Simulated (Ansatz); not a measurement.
CH3F on a (001) slab of Hf (P6_3/mmc (No. 194)), 4 planes, outer planes Hf (top) and Hf (bottom), 1 a cell of 34.8 Å², relaxed and still whole (its atoms last):

```
CELL_PARAMETERS angstrom
6.33970 0.00000 0.00000
-3.16985 5.49034 0.00000
0.00000 0.00000 27.28254
ATOMIC_POSITIONS crystal
Hf 0.33333 0.16667 0.29323
Hf 0.33333 0.66667 0.29323
Hf 0.83333 0.16667 0.29323
Hf 0.83333 0.66667 0.29323
Hf 0.16667 0.33333 0.38522
Hf 0.16667 0.83333 0.38522
Hf 0.66667 0.33333 0.38522
Hf 0.66667 0.83333 0.38522
Hf 0.33101 0.16283 0.48080
Hf 0.33118 0.66911 0.48092
Hf 0.83309 0.16713 0.47905
Hf 0.83710 0.66893 0.48121
Hf 0.16325 0.33132 0.56670
Hf 0.16799 0.83485 0.57431
Hf 0.66665 0.33005 0.56713
Hf 0.66769 0.83802 0.56712
C 0.14902 0.00532 0.69449
F 0.15118 0.82381 0.66331
H 0.30688 0.18102 0.68439
H 0.97856 0.00452 0.68715
H 0.16004 0.95082 0.73209
```

Level of theory: Ansatz 0.2.0, DFT PBE+D3(BJ), scalar-relativistic, plane waves, PAW. Plane waves to 420 eV, a k mesh through Γ of 4×4×1 on the computed 21-atom cell and Gaussian smearing (0.10 eV); no spin polarisation. A dipole correction removes the field between periodic images along c.

It binds with 0.33 eV a molecule against the clean slab and the free molecule (no zero-point or thermal terms); its shortest contact is F–Hf 2.43 Å. Take first-order desorption with no barrier to adsorption, no reaction on the face and an assumed prefactor of 10^13 s⁻¹.

(1) How long does a molecule stay at 473 K?

(2) Where does its peak lie in a desorption experiment heated at 1 K/s?

(3) Is this physisorption or chemisorption?

## Answers

(1) τ = ν⁻¹·exp(E/k_BT) with k_BT = 0.0408 eV: E/k_BT = 8.1, so τ ≈ 3×10^-10 s. At about one hit a site a second (10⁻⁶ mbar) the coverage is near τ × 1 s⁻¹, so a layer needs more than atmospheric pressure.

(2) The peak obeys E/(k_B·T_p²) = (ν/β)·exp(−E/k_BT_p). Solving gives T_p ≈ 122 K (E/k_BT_p = 31.3). An error of 0.1 eV in E moves it by about 37 K, and larger molecules have larger prefactors, which lowers it.

(3) The tightest contact, F–Hf 2.43 Å, is 1.05 times the sum of covalent radii, and deformation and lateral interaction add up to +0.10 eV. This is chemisorption.